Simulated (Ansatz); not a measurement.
**Computed properties of HgSe (zincblende)**

Measured values to be reproduced:
- lattice constant a: 6.085 Å (cubic lattice constant a0; 293 K; quoted in “Electronic, vibrational and thermodynamic properties of beta-HgS (metacinnabar), HgSe and HgTe”, 2009, arxiv:0908.2634)

The calculated numbers come from Ansatz 0.2.0. The values are computed, non-magnetic.

The cell is HgSe (zincblende); cell and atoms were relaxed with r2SCAN. Space group F-43m (No. 216), cubic; conventional cell a = 6.185 Å, 29.58 Å³ an atom. Hg has 4 Se at 2.68 Å; Se has 4 Hg at 2.68 Å.

```
Hg Se
1.0
     0.00000    3.09267    3.09267
     3.09267    0.00000    3.09267
     3.09267    3.09267    0.00000
Hg Se
1 1
Direct
  0.00000 0.00000 0.00000
  0.25000 0.25000 0.25000
```

Relaxed lattice by functional, symmetry kept:
```tsv
functional	k mesh	a (Å)	volume (Å³/atom)
PBE	8×8×8	6.259	30.66
r2SCAN	6×6×6	6.185	29.58
```

Band edges at fixed r2SCAN geometry:

| level | k mesh | gap (eV) | kind | edges | least direct gap (eV) | rough cost |
| --- | --- | --- | --- | --- | --- | --- |
| PBE | 8×8×8 | 0 | – | – | – | 7 core-seconds |
| PBE+SOC | 8×8×8 | 0 | – | – | – | 24 core-seconds |
| r2SCAN | 8×8×8 | 0 | – | – | – | 11 core-seconds |

All runs use a smearing of 0.02 eV.
Wave cutoffs: 420 eV, 500 eV (r2SCAN).
Costs come from shared machines and give only the order; PBE's includes the band path. The runs had 2 threads of Arm Neoverse V1, with other jobs on the host.

With r2SCAN the gap closes, the bands meeting at Γ. PBE+SOC gives a gap of zero: filled and empty bands touch at Γ. With so small a gap spin-orbit coupling can invert the bands, which the size of the gap doesn't show: the edges may have crossed and parted again.

No level opens a gap, but no hybrid is among them, and semilocal functionals can close a real gap.

Calculation and measurement side by side:
- Lattice constant a, measured 6.085 Å: PBE 6.259 (+2.9 %), r2SCAN 6.185 (+1.6 %).
The calculated lattice is static; the measured one holds thermal expansion and zero-point motion. Reports marked as nanostructured, strained, doped, implanted or mixed samples, and transport gaps, were set aside.

Only the levels marked +SOC include spin-orbit coupling.
